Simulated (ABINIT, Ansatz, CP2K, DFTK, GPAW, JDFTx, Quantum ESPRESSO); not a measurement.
## TiO2: 8 runs at one level of theory

```
CELL_PARAMETERS angstrom
4.59984 0.00000 0.00000
0.00000 4.59984 0.00000
0.00000 0.00000 2.95921
ATOMIC_POSITIONS crystal
Ti 0.00000 0.00000 0.50000
Ti 0.50000 0.50000 0.00000
O 0.30432 0.30432 0.50000
O 0.19568 0.80432 0.00000
O 0.80432 0.19568 0.00000
O 0.69568 0.69568 0.50000
```

The cell is a database's computed one, not the measured one.

Alike in all runs: task single point; functional PBE; k mesh 6 × 6 × 9; occupations fermi-dirac, width 0.05 eV; no spin polarisation; no spin-orbit coupling. Pressure is positive in compression and, in plane waves, holds the error of the finite cutoff, which Ansatz's Pulay term estimates and takes out.

```json
{"program and potentials": "DFTK, PseudoDojo SR PBE 0.4.1 standard (PBE)", "plane-wave cutoff (eV)": "1143", "notes": "-", "pressure (GPa)": "3.63"}
{"program and potentials": "ABINIT, JTH PAW PBE v2.0", "plane-wave cutoff (eV)": "626", "notes": "-", "pressure (GPa)": "4.46"}
{"program and potentials": "Ansatz, all-electron LAPW, scalar-relativistic", "plane-wave cutoff (eV)": "-", "notes": "-", "pressure (GPa)": "4.24"}
{"program and potentials": "Quantum ESPRESSO, SSSP 1.3 efficiency PBE", "plane-wave cutoff (eV)": "748", "notes": "-", "pressure (GPa)": "3.92"}
{"program and potentials": "Ansatz, Ansatz PAW (earlier soft set)", "plane-wave cutoff (eV)": "420", "notes": "Pulay term of +0.43 GPa included", "pressure (GPa)": "4.25"}
{"program and potentials": "JDFTx, PseudoDojo-SR-PBE-0.5-standard", "plane-wave cutoff (eV)": "1143", "notes": "-", "pressure (GPa)": "3.62"}
{"program and potentials": "GPAW, GPAW PAW data sets (gpaw-data 1.2.1)", "plane-wave cutoff (eV)": "800", "notes": "-", "pressure (GPa)": "5.33"}
{"program and potentials": "CP2K, POTENTIAL_UZH Ti GTH-PBE-q12, O GTH-PBE-q6; TZVP-MOLOPT-PBE-GTH basis", "plane-wave cutoff (eV)": "-", "notes": "atomic basis", "pressure (GPa)": "5.22"}
```

Force on atom 3 (O), eV/Å:

```tsv
program and potentials	x	y	z
GPAW, GPAW PAW data sets (gpaw-data 1.2.1)	-0.020	-0.020	0.000
CP2K, POTENTIAL_UZH Ti GTH-PBE-q12, O GTH-PBE-q6; TZVP-MOLOPT-PBE-GTH basis	0.037	0.037	0.000
```

The pressure spans 3.62 (JDFTx, PseudoDojo-SR-PBE-0.5-standard) to 5.33 GPa (GPAW, GPAW PAW data sets (gpaw-data 1.2.1)), with all-electron results at 4.24. Rows in atomic bases carry the error of their basis and grid, which can be large.

The functional is the same throughout but for its coding, so the spread measures potentials, basis and numerics; runs on potential files found faulty are left out.
